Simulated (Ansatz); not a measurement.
NiO:

```
CELL_PARAMETERS angstrom
-1.39153 2.41020 2.71613
2.78306 0.00000 2.71613
1.39153 2.41020 0.00000
ATOMIC_POSITIONS crystal
Ni 0.00000 0.00000 0.00000
Ni 0.50000 0.50000 0.50000
O 0.08333 0.41667 0.25000
O 0.58333 0.91667 0.75000
```

Measurements of this composition are mostly on another form, of space group No. 225.

The cell isn't the ideal one: another cell of the same crystal, with 4 atoms.

Base run:

* Program: Ansatz 0.2.0
* Functional: LDA
* Potentials or basis: Ansatz PAW
* Cutoff: 420 eV (not typed: the program's choice for these potentials)
* k mesh: 8 × 8 × 8
* Occupations: gaussian, width 0.05 eV
* Spin: collinear spin, antiferromagnetic start
* Starting moments: [1.0, -1.0, 0.0, 0.0] μB
* Hubbard terms: Ni d U = 4 eV

Its results: band gap on the k mesh 0.80 eV; pressure -7.2 GPa; net moment 0.00 μB per cell; site moments Ni +1.55, -1.55; O +0.00 μB; largest force 0.240 eV/Å.

Task: The run is repeated on the same cell with these changes: functional from LDA to r2SCAN; cutoff from 420 eV (not typed: the program's choice for these potentials) to 500 eV (not typed: the program's choice for these potentials); hubbard terms from Ni d U = 4 eV to Ni d U = 2 eV. What comes out?

Result: Band gap on the k mesh 1.54 eV; pressure 7.3 GPa; net moment 0.00 μB per cell; site moments Ni +1.66, -1.66; O -0.03, +0.03 μB; largest force 1.215 eV/Å.

Several settings changed at once, so the effect can't be laid on one alone.

Caveats: the magnetic or orbital state may not be the lowest; the PAW data sets come from PBE, with cores solved anew for the run's functional, which leaves a small shift of forces and pressure; forces of over 1 eV/Å show positions far from the minimum, so gaps and moduli don't describe the material at rest (some runs).

A k mesh can miss the band edges.
